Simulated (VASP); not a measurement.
# AlGa3N2: relaxation of cell and atoms with PBE

The system is AlGa3N2.

```
Al Ga N
1.0
     4.20451    0.00000    0.00000
    -2.10225    3.64121    0.00000
     0.00000    0.00000    6.75405
Al Ga N
1 3 2
Direct
  0.00000 0.00000 0.50000
  0.50000 0.00000 0.50000
  0.00000 0.50000 0.50000
  0.50000 0.50000 0.50000
  0.00000 0.00000 0.14419
  0.00000 0.00000 0.85581
```

The cell was built by a generator and needn't be a form met in nature.

```yaml
Program: VASP 6.6.1
Task: relaxation of cell and atoms
Functional: PBE
Potentials_or_basis: VASP PAW PBE potentials, release 64 (Al, Ga_d, N)
Cutoff: 520 eV
k_mesh: 4 × 4 × 2
Occupations: gaussian, width 0.15 eV
Spin: no spin polarisation
Further_INCAR_settings: PREC = Normal; ALGO = Fast; EDIFF = 0.0001; IBRION = 2; EDIFFG = -0.08; NSW = 24; ISIF = 3
```

| Property | Result |
| --- | --- |
| Relaxed volume | 21.24 Å³/atom |
| Relaxed cell | a = 5.257 Å, b = 5.257 Å, c = 5.325 Å, α = 90.00°, β = 90.00°, γ = 120.00° |
| Space group after relaxing (to 0.05 Å) | P6/mmm (No. 191) |
| Energy gained by relaxing | 3031.6 meV/atom |
| Ionic steps | 18 |
| Pressure after relaxing | 0.2 GPa |
| Largest force after relaxing | 0.051 eV/Å |
| Band gap on the k mesh | none (metal or under the smearing width) |

Forces on the atoms (eV/Å):
```
Al   0.000  0.000  0.000
Ga   0.000  0.000  0.000
Ga   0.000  0.000  0.000
Ga   0.000  0.000  0.000
N    0.000  0.000  0.051
N    0.000  0.000 -0.051
```

Stress tensor (GPa, compression positive):
```
 0.60  0.00  0.00
 0.00  0.60  0.00
 0.00  0.00 -0.52
```

The path:
```csv
step,energy change (eV),largest force (eV/Å),pressure (GPa),volume (Å³)
1,0.0000,4.0050,50.19,103.40
2,-14.4972,8.8943,-13.46,188.65
3,-14.4636,8.8549,-10.58,159.42
4,92.0372,722.7069,145.70,138.58
5,-13.1680,5.9885,-9.67,159.12
6,-13.2763,6.1894,-9.59,158.88
7,-17.6691,2.1466,-6.19,149.20
8,-16.5521,20.9641,2.66,146.42
9,-17.6800,1.4336,-5.93,148.98
10,-17.6844,0.0055,-4.81,148.69
11,-18.1095,2.5741,-0.72,135.05
12,-18.1238,3.1088,0.64,132.72
13,-17.9205,5.2647,-1.79,127.72
14,-18.1670,0.0420,-0.47,131.37
15,-18.1670,0.0946,-0.51,131.40
16,-18.1699,0.0868,-0.30,131.00
17,-18.1780,0.0650,-0.26,129.81
18,-18.1894,0.0515,0.23,127.46
```

Final structure:
```xyz
6
Lattice="5.2573 0.0000 0.0000 -2.6287 4.5530 0.0000 0.0000 0.0000 5.3248" Properties=species:S:1:pos:R:3 pbc="T T T"
Al    2.6287    4.5530    2.6624
Ga    0.0000    4.5530    2.6624
Ga    3.9430    2.2765    2.6624
Ga    1.3143    2.2765    2.6624
N     0.0000    0.0000    0.5745
N     0.0000    0.0000    4.7503
```

Levels at points of the mesh, in eV from the Fermi level:
```
           k point  band 22  band 23  band 24  band 25  band 26  band 27  band 28  band 29  band 30  band 31
(0.00, 0.00, 0.00)    -2.82    -2.53    -2.53    -2.46    -2.46    -0.61     0.60     0.60     0.78     4.07
(0.50, 0.00, 0.00)    -6.34    -4.08    -2.87    -0.92     0.34     1.65     2.56     2.60     2.89     3.39
(0.00, 0.00, 0.50)    -3.25    -3.25    -2.78    -2.38    -2.38    -1.19     0.46     2.00     2.00     3.69
(0.50, 0.00, 0.50)    -6.96    -4.58    -3.34    -0.18     0.85     0.92     1.22     2.62     3.55     3.87
```

Run time: 91 s on 2 MPI ranks on Intel(R) Xeon(R) Platinum 8488C (Sapphire Rapids), on a shared host, peak memory 0.16 GiB a rank.

Caveat: the k mesh is coarse (spacing up to 0.47 Å⁻¹), so the values aren't converged; the volume moved by over 15 % at a fixed basis, so the end points are rough; the relaxation stopped at a loose force limit of 0.08 eV/Å, so its end isn't a converged minimum.
